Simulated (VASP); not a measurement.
# SrO (Fm-3m) in VASP: a series of runs

One crystal, SrO, is run at these levels: PBE; tasks: relaxation of the atoms.

Everything below comes from runs of VASP 6.6.1. Logs are shortened: lines on timing, memory, paths and dates and some standing lists are left out, and cuts for length are marked.

## 1. The undisturbed crystal

It takes space group Fm-3m (No. 225, cubic). Conventional cell: a = 5.133 Å, b = 5.133 Å, c = 5.133 Å, α = 90.00°, β = 90.00°, γ = 90.00°. Sr (site symmetry m-3m) has 6 O at 2.57 Å as nearest neighbours. Around O (site symmetry m-3m) lie 6 Sr at 2.57 Å.

## 2. Relaxation of the atoms, PBE (a relaxed cell with its volume scaled by 0.96)

INCAR

```
SYSTEM = SrO
PREC = Accurate ; ENCUT = 600
EDIFF = 1E-7 ; ISMEAR = 0
SIGMA = 0.03 ; LREAL = .False.
LASPH = .True. ; NELM = 80
ALGO = Normal ; ISIF = 2
LWAVE = .False. ; LCHARG = .False.
GGA = PE ; IBRION = 2
NSW = 40 ; EDIFFG = -0.01
```

KPOINTS

```
Automatic mesh
0
Gamma
  10 10 10
  0 0 0
```

POSCAR

```
SrO                                     
1.0
    0.0000000000      2.5667851520      2.5667851520
    2.5667851520      0.0000000000      2.5667851520
    2.5667851520      2.5667851520      0.0000000000
  Sr              O             
     1     1
Direct
     0.5000000000000000    0.5000000000000000    0.5000000000000000
     0.0000000000000000    0.0000000000000000    0.0000000000000000
```

Potentials or basis: VASP PAW PBE potentials, release 64 (Sr_sv, O).

Command:

```console
cat potpaw_PBE.64/Sr_sv/POTCAR potpaw_PBE.64/O/POTCAR > POTCAR
mpirun -np 1 vasp_std > vasp.out
```

OUTCAR:

```text
SYSTEM = SrO
   PREC = Accurate
   ENCUT = 600
   EDIFF = 1E-7
   ISMEAR = 0
   LREAL = .False.
   LASPH = .True.
   NELM = 80
   ISIF = 2
   GGA = PE
   IBRION = 2
   NSW = 40
   EDIFFG = -0.01

 ion  position               nearest neighbor table
   1  0.500  0.500  0.500-   2 2.57   2 2.57   2 2.57   2 2.57   2 2.57   2 2.57
   2  0.000  0.000  0.000-   1 2.57   1 2.57   1 2.57   1 2.57   1 2.57   1 2.57

  LATTYP: Found a face centered cubic cell.
 ALAT       =     5.1335703040

  Lattice vectors:

 A1 = (   0.0000000000,   2.5667851520,   2.5667851520)
 A2 = (   2.5667851520,   0.0000000000,   2.5667851520)
 A3 = (   2.5667851520,   2.5667851520,   0.0000000000)

Analysis of symmetry for initial positions (statically):
=====================================================================
 Subroutine PRICEL returns:
 Original cell was already a primitive cell.

 Routine SETGRP: Setting up the symmetry group for a
 face centered cubic supercell.

 Subroutine GETGRP returns: Found 48 space group operations
 (whereof 48 operations were pure point group operations)
 out of a pool of 48 trial point group operations.

The static configuration has the point symmetry O_h .

Analysis of symmetry for dynamics (positions and initial velocities):
=====================================================================
 Subroutine PRICEL returns:
 Original cell was already a primitive cell.

 Routine SETGRP: Setting up the symmetry group for a
 face centered cubic supercell.

 Subroutine GETGRP returns: Found 48 space group operations
 (whereof 48 operations were pure point group operations)
 out of a pool of 48 trial point group operations.

The dynamic configuration has the point symmetry O_h .

 Subroutine INISYM returns: Found 48 space group operations
 (whereof 48 operations are pure point group operations),
 and found     1 'primitive' translations

----------------------------------------------------------------------------------------

                                     Primitive cell

  volume of cell :      33.8219

  direct lattice vectors                    reciprocal lattice vectors
     0.000000000  2.566785152  2.566785152    -0.194796202  0.194796202  0.194796202
     2.566785152  0.000000000  2.566785152     0.194796202 -0.194796202  0.194796202
     2.566785152  2.566785152  0.000000000     0.194796202  0.194796202 -0.194796202

  length of vectors
     3.629982374  3.629982374  3.629982374     0.337396920  0.337396920  0.337396920

  position of ions in fractional coordinates (direct lattice)
     0.500000000  0.500000000  0.500000000
     0.000000000  0.000000000  0.000000000

  ion indices of the primitive-cell ions
   primitive index   ion index
                 1           1
                 2           2

----------------------------------------------------------------------------------------

 KPOINTS: Automatic mesh

Automatic generation of k-mesh.
 Grid dimensions read from file:
 generate k-points for:   10   10   10

 Generating k-lattice:

  Cartesian coordinates                     Fractional coordinates (reciprocal lattice)
    -0.019479620  0.019479620  0.019479620     0.100000000  0.000000000  0.000000000
     0.019479620 -0.019479620  0.019479620     0.000000000  0.100000000  0.000000000
     0.019479620  0.019479620 -0.019479620     0.000000000  0.000000000  0.100000000

  Length of vectors
     0.033739692  0.033739692  0.033739692

  Shift w.r.t. Gamma in fractional coordinates (k-lattice)
     0.000000000  0.000000000  0.000000000

 Subroutine IBZKPT returns following result:
 ===========================================

 Found     47 irreducible k-points:

 Following reciprocal coordinates:
            Coordinates               Weight
  0.000000  0.000000  0.000000      1.000000
  0.100000  0.000000  0.000000      8.000000
  0.200000  0.000000  0.000000      8.000000
  0.300000  0.000000  0.000000      8.000000
  0.400000  0.000000  0.000000      8.000000
  0.500000  0.000000  0.000000      4.000000
[... 16 lines left out ...]
  0.300000  0.300000  0.000000      6.000000
  0.400000  0.300000  0.000000     24.000000
 [... further k-points ...]
   k-points           NKPTS =     47   k-points in BZ     NKDIM =     47   number of bands    NBANDS=     12
   number of dos      NEDOS =    301   number of ions     NIONS =      2
   total plane-waves  NPLWV =  27000
   dimension x,y,z NGX =    30 NGY =   30 NGZ =   30
   dimension x,y,z NGXF=    60 NGYF=   60 NGZF=   60
   ions per type =               1   1
   NGX,Y,Z   is equivalent  to a cutoff of  13.74, 13.74, 13.74 a.u.
   NGXF,Y,Z  is equivalent  to a cutoff of  27.48, 27.48, 27.48 a.u.
 SYSTEM =  SrO
   PREC   = accura    normal or accurate (medium, high low for compatibility)
   ISTART =      0    job   : 0-new  1-cont  2-samecut
   ICHARG =      2    charge: 1-file 2-atom 10-const
   ISPIN  =      1    spin polarized calculation?
   LNONCOLLINEAR =      F non collinear calculations
   LSORBIT =      F    spin-orbit coupling
   LASPH  =      T    aspherical Exc in radial PAW
   ENCUT  =  600.0 eV  44.10 Ry    6.64 a.u.   7.25  7.25  7.25*2*pi/ulx,y,z
   NELM   =     80;   NELMIN=  2; NELMDL= -5     # of ELM steps
   EDIFF  = 0.1E-06   stopping-criterion for ELM
   LREAL  =      F    real-space projection
   EDIFFG = -.1E-01   stopping-criterion for IOM
   NSW    =     40    number of steps for IOM
   IBRION =      2    ionic relax: 0-MD 1-quasi-New 2-CG
   NFREE  =      1    steps in history (QN), initial steepest desc. (CG)
   ISIF   =      2    stress and relaxation
   ISYM   =      2    0-nonsym 1-usesym 2-fastsym
   POTIM  = 0.5000    time-step for ionic-motion
   TEBEG  =    0.0;   TEEND  =   0.0 temperature during run
   PSTRESS=    0.0 pullay stress
   NELECT =      16.0000    total number of electrons
   NUPDOWN=      -1.0000    fix difference up-down
   EMIN   =  10.00;   EMAX   =-10.00  energy-range for DOS
   EFERMI =   0.00;   METHOD = LEGACY
   ISMEAR =     0;   SIGMA  =   0.03  broadening in eV -4-tet -1-fermi 0-gaus
   EFERMI_NEDOS =   21; number of points for ismear=-14 and -15
   IALGO  =     38    algorithm
   IMIX   =      4    mixing-type and parameters
     AMIX     =   0.40;   BMIX     =  1.00
     AMIX_MAG =   1.60;   BMIX_MAG =  1.00
  volume/ion in A,a.u.               =      16.91       114.12
  Fermi-wavevector in a.u.,A,eV,Ry     =   1.275602  2.410539 22.138874  1.627161
  Thomas-Fermi vector in A             =   2.408305
   LORBIT       =      0    0 simple, 1 ext, 2 COOP (PROOUT), +10 PAW based schemes
   GGA     = PE    functional components
   LHFCALC =     F    Hartree Fock is set to
   AEXX    =    0.0000 exact exchange contribution
   IVDW    =     0    specifies the selected vdW correction
   LEPSILON=     F    determine dielectric tensor
   LRPA    =     F    only Hartree local field effects (RPA)
 conjugate gradient relaxation of ions
 non-spin polarized calculation
 Gauss-broadening in eV      SIGMA  =   0.03
  energy-cutoff  :      600.00
  volume of cell :       33.82
 maximum number of plane-waves:      1158
 NGX is ok and might be reduce to    30
   NGX = 15   NGY = 15   NGZ = 15

 number of electron      15.9999997 magnetization

 Free energy of the ion-electron system (eV)
  ---------------------------------------------------
  ext. energy  EPLUGINS =         0.00000000
  ---------------------------------------------------
  free energy    TOTEN  =       -12.03922025 eV

  energy without entropy =      -12.03922025  energy(sigma->0) =      -12.03922025

 E-fermi :   1.8606     XC(G=0): -10.0494

 val. band max:        1.6854279736   @ k =   0.0000   0.0000   0.0000
 cond. band min:       4.9485861157   @ k =   0.5000   0.5000   0.0000
 fundamental gap:      3.2631581421
 Fermi energy:         1.8606361965

 k-point     1 :       0.0000    0.0000    0.0000
  band No.  band energies     occupation
      1     -30.6855      2.00000
      2     -13.4109      2.00000
      3     -12.3182      2.00000
      4     -12.3182      2.00000
      5     -12.3182      2.00000
      6       1.6854      2.00000
      7       1.6854      2.00000
      8       1.6854      2.00000
      9       5.7049      0.00000
     10       7.9080      0.00000
     11       7.9080      0.00000
     12       7.9080      0.00000

 k-point     2 :       0.1000    0.0000    0.0000
  band No.  band energies     occupation
      1     -30.6723      2.00000
      2     -13.6678      2.00000
      3     -12.3263      2.00000
      4     -12.3263      2.00000
      5     -12.0939      2.00000
      6       1.3785      2.00000
      7       1.5541      2.00000
      8       1.5541      2.00000
      9       6.1701      0.00000
     10       7.7996      0.00000
     11       8.1062      0.00000
     12       8.1062      0.00000

 k-point     3 :       0.2000    0.0000    0.0000
  band No.  band energies     occupation
      1     -30.6374      2.00000
      2     -14.1303      2.00000
      3     -12.3472      2.00000
      4     -12.3472      2.00000
      5     -11.7168      2.00000
      6       0.7359      2.00000
      7       1.2372      2.00000
      8       1.2372      2.00000
      9       7.2598      0.00000
     10       7.7011      0.00000
     11       8.6666      0.00000
     12       8.6666      0.00000
[... 286 lines left out ...]
 k-point    23 :       0.3000    0.3000    0.0000
  band No.  band energies     occupation
      1     -30.5657      2.00000
      2     -14.1557      2.00000
      3     -12.5633      2.00000
      4     -12.5633      2.00000
      5     -11.9809      2.00000
      6       0.4261      2.00000
      7       1.5431      2.00000
      8       1.5431      2.00000
      9       5.6825      0.00000
     10       8.2146      0.00000
     11      10.9496      0.00000
     12      10.9496      0.00000

 k-point    24 :       0.4000    0.3000    0.0000
  band No.  band energies     occupation
      1     -30.5383      2.00000
      2     -14.1630      2.00000
      3     -12.6714      2.00000
      4     -12.5998      2.00000
      5     -12.0994      2.00000
      6       0.6241      2.00000
      7       1.3782      2.00000
      8       1.4543      2.00000
      9       5.6309      0.00000
     10       8.9064      0.00000
     11      11.2258      0.00000
     12      11.4065      0.00000

 [... further k-points ...]
[... 5 lines left out ...]
  --------------------------------------------------------------------------------------
  -------------------------------------------------------------------------------------
  Total        0.7964905      0.7964905      0.7964905      0.0000000      0.0000000     -0.0000000
  in kB       37.7305071     37.7305071     37.7305071      0.0000000      0.0000000     -0.0000000
  external PRESSURE =      37.7305071 kB  Pullay stress =       0.0000000 kB

 VOLUME and BASIS-vectors are now :
 -----------------------------------------------------------------------------
  energy-cutoff  :      600.00
  volume of cell :       33.82
      direct lattice vectors                 reciprocal lattice vectors
     0.000000000  2.566785152  2.566785152    -0.194796202  0.194796202  0.194796202
     2.566785152  0.000000000  2.566785152     0.194796202 -0.194796202  0.194796202
     2.566785152  2.566785152  0.000000000     0.194796202  0.194796202 -0.194796202

 POSITION                                       TOTAL-FORCE (eV/Angst)
 -----------------------------------------------------------------------------------
      2.56679      2.56679      2.56679         0.000000      0.000000      0.000000
      0.00000      0.00000      0.00000        -0.000000     -0.000000     -0.000000
 -----------------------------------------------------------------------------------
    total drift:                               -0.000000      0.000000      0.000000

  FREE ENERGIE OF THE ION-ELECTRON SYSTEM (eV)
  ---------------------------------------------------
  free  energy   TOTEN  =       -12.0392202481 eV

  energy  without entropy=      -12.0392202481  energy(sigma->0) =      -12.03922025

 reached required accuracy - stopping structural energy minimisation
```

Wall time 13 s (1 thread of Intel Xeon 6975P-C (Granite Rapids), shared host); peak memory 0.18 GiB.

What came out:

```
Free energy             : -12.0392 eV
Pressure after relaxing : 3.8 GPa
Band gap on the k mesh  : 3.26 eV, indirect (least direct gap 3.35 eV)
```

Final structure:
```
CELL_PARAMETERS angstrom
0.00000 2.56679 2.56679
2.56679 0.00000 2.56679
2.56679 2.56679 0.00000
ATOMIC_POSITIONS crystal
Sr 0.50000 0.50000 0.50000
O 0.00000 0.00000 0.00000
```

Levels at points of the mesh, in eV from the valence-band top:
```tsv
k point	band 4	band 5	band 6	band 7	band 8	band 9	band 10	band 11	band 12
(0.00, 0.00, 0.00)	-14.00	-14.00	0.00	0.00	0.00	4.02	6.22	6.22	6.22
(0.50, 0.00, 0.00)	-14.09	-12.81	-2.18	-1.15	-1.15	6.57	8.50	8.88	8.88
(0.50, 0.50, 0.00)	-14.38	-14.38	-0.42	-0.08	-0.08	3.26	7.84	10.21	10.43
```

Caveat: the relaxation stopped at its first step, so nothing moved.

## 3. Relaxation of the atoms, PBE (a relaxed cell with its volume scaled by 0.98)

INCAR is that of step 2.

KPOINTS is that of step 2.

POSCAR

```
SrO                                     
1.0
    0.0000000000      2.5844876780      2.5844876780
    2.5844876780      0.0000000000      2.5844876780
    2.5844876780      2.5844876780      0.0000000000
  Sr              O             
     1     1
Direct
     0.5000000000000000    0.5000000000000000    0.5000000000000000
     0.0000000000000000    0.0000000000000000    0.0000000000000000
```

Potentials or basis: VASP PAW PBE potentials, release 64 (Sr_sv, O).

Command:

```console
cat potpaw_PBE.64/Sr_sv/POTCAR potpaw_PBE.64/O/POTCAR > POTCAR
mpirun -np 1 vasp_std > vasp.out
```

OUTCAR:

```text
SYSTEM = SrO
   PREC = Accurate
   ENCUT = 600
   EDIFF = 1E-7
   ISMEAR = 0
   LREAL = .False.
   LASPH = .True.
   NELM = 80
   ISIF = 2
   GGA = PE
   IBRION = 2
   NSW = 40
   EDIFFG = -0.01

 ion  position               nearest neighbor table
   1  0.500  0.500  0.500-   2 2.58   2 2.58   2 2.58   2 2.58   2 2.58   2 2.58
   2  0.000  0.000  0.000-   1 2.58   1 2.58   1 2.58   1 2.58   1 2.58   1 2.58

  LATTYP: Found a face centered cubic cell.
 ALAT       =     5.1689753560
[... 544 lines left out ...]
      7       1.2784      2.00000
      8       1.3538      2.00000
      9       5.5313      0.00000
     10       8.6490      0.00000
     11      10.9872      0.00000
     12      11.1780      0.00000

 [... further k-points ...]
[... 5 lines left out ...]
  --------------------------------------------------------------------------------------
  -------------------------------------------------------------------------------------
  Total        0.3814113      0.3814113      0.3814113      0.0000000      0.0000000      0.0000000
  in kB       17.6990804     17.6990804     17.6990804      0.0000000      0.0000000      0.0000000
  external PRESSURE =      17.6990804 kB  Pullay stress =       0.0000000 kB

 VOLUME and BASIS-vectors are now :
 -----------------------------------------------------------------------------
  energy-cutoff  :      600.00
  volume of cell :       34.53
      direct lattice vectors                 reciprocal lattice vectors
     0.000000000  2.584487678  2.584487678    -0.193461940  0.193461940  0.193461940
     2.584487678  0.000000000  2.584487678     0.193461940 -0.193461940  0.193461940
     2.584487678  2.584487678  0.000000000     0.193461940  0.193461940 -0.193461940

 POSITION                                       TOTAL-FORCE (eV/Angst)
 -----------------------------------------------------------------------------------
      2.58449      2.58449      2.58449        -0.000000      0.000000      0.000000
      0.00000      0.00000      0.00000         0.000000      0.000000     -0.000000
 -----------------------------------------------------------------------------------
    total drift:                               -0.000000      0.000000      0.000000

  FREE ENERGIE OF THE ION-ELECTRON SYSTEM (eV)
  ---------------------------------------------------
  free  energy   TOTEN  =       -12.0521067548 eV

  energy  without entropy=      -12.0521067548  energy(sigma->0) =      -12.05210675

 reached required accuracy - stopping structural energy minimisation
```

OSZICAR:

```text
N       E                     dE             d eps       ncg     rms          rms(c)
DAV:   1     0.752948070201E+02    0.75295E+02   -0.87831E+03  1128   0.140E+03
DAV:   2    -0.101076917460E+02   -0.85402E+02   -0.77299E+02  1528   0.259E+02
DAV:   3    -0.141794465845E+02   -0.40718E+01   -0.40420E+01  1712   0.516E+01
DAV:   4    -0.142505045520E+02   -0.71058E-01   -0.71047E-01  1432   0.522E+00
DAV:   5    -0.142513516976E+02   -0.84715E-03   -0.84710E-03  1524   0.493E-01    0.160E+01
DAV:   6    -0.121714671769E+02    0.20799E+01   -0.10545E+01  1320   0.243E+01    0.194E+01
DAV:   7    -0.120589281262E+02    0.11254E+00   -0.60868E-01  1396   0.693E+00    0.111E+01
DAV:   8    -0.120510207244E+02    0.79074E-02   -0.14213E-01  1212   0.421E+00    0.750E-01
DAV:   9    -0.120512908009E+02   -0.27008E-03   -0.13929E-02  1536   0.100E+00    0.216E-01
DAV:  10    -0.120519797074E+02   -0.68891E-03   -0.12362E-03  1160   0.363E-01    0.531E-02
DAV:  11    -0.120520960244E+02   -0.11632E-03   -0.20828E-04  1364   0.126E-01    0.448E-02
DAV:  12    -0.120521113017E+02   -0.15277E-04   -0.44197E-05  1200   0.673E-02    0.452E-02
DAV:  13    -0.120521066896E+02    0.46120E-05   -0.97634E-06  1364   0.356E-02    0.498E-03
DAV:  14    -0.120521067597E+02   -0.70117E-07   -0.10504E-06  1452   0.960E-03    0.150E-03
DAV:  15    -0.120521067548E+02    0.49265E-08   -0.35182E-08   880   0.170E-03
   1 F= -.12052107E+02 E0= -.12052107E+02  d E =-.120521E+02
```

CONTCAR:

```text
SrO
   1.00000000000000
     0.0000000000000000    2.5844876779999999    2.5844876779999999
     2.5844876779999999    0.0000000000000000    2.5844876779999999
     2.5844876779999999    2.5844876779999999    0.0000000000000000
  Sr              O
     1     1
Direct
     0.5000000000000000    0.5000000000000000    0.5000000000000000
     0.0000000000000000    0.0000000000000000    0.0000000000000000

  0.00000000E+00  0.00000000E+00  0.00000000E+00
  0.00000000E+00  0.00000000E+00  0.00000000E+00
```

Run time: 14 s. Hardware: 1 thread of Intel Xeon 6975P-C (Granite Rapids), shared host; peak memory 0.18 GiB.

What came out:

- Free energy: -12.0521 eV
- Pressure after relaxing: 1.8 GPa
- Band gap on the k mesh: 3.27 eV, indirect (least direct gap 3.37 eV)

Final structure:
```
CELL_PARAMETERS angstrom
0.00000 2.58449 2.58449
2.58449 0.00000 2.58449
2.58449 2.58449 0.00000
ATOMIC_POSITIONS crystal
Sr 0.50000 0.50000 0.50000
O 0.00000 0.00000 0.00000
```

Levels at points of the mesh, in eV from the valence-band top:
| k point | band 6 | band 7 | band 8 | band 9 | band 10 | band 11 |
| --- | --- | --- | --- | --- | --- | --- |
| (0.00, 0.00, 0.00) | 0.00 | 0.00 | 0.00 | 3.87 | 6.18 | 6.18 |
| (0.50, 0.00, 0.00) | -2.14 | -1.11 | -1.11 | 6.48 | 8.33 | 8.76 |
| (0.50, 0.50, 0.00) | -0.46 | -0.10 | -0.10 | 3.27 | 7.69 | 10.07 |

Caveat: the relaxation stopped at its first step, so nothing moved. A k mesh can miss the band edges.
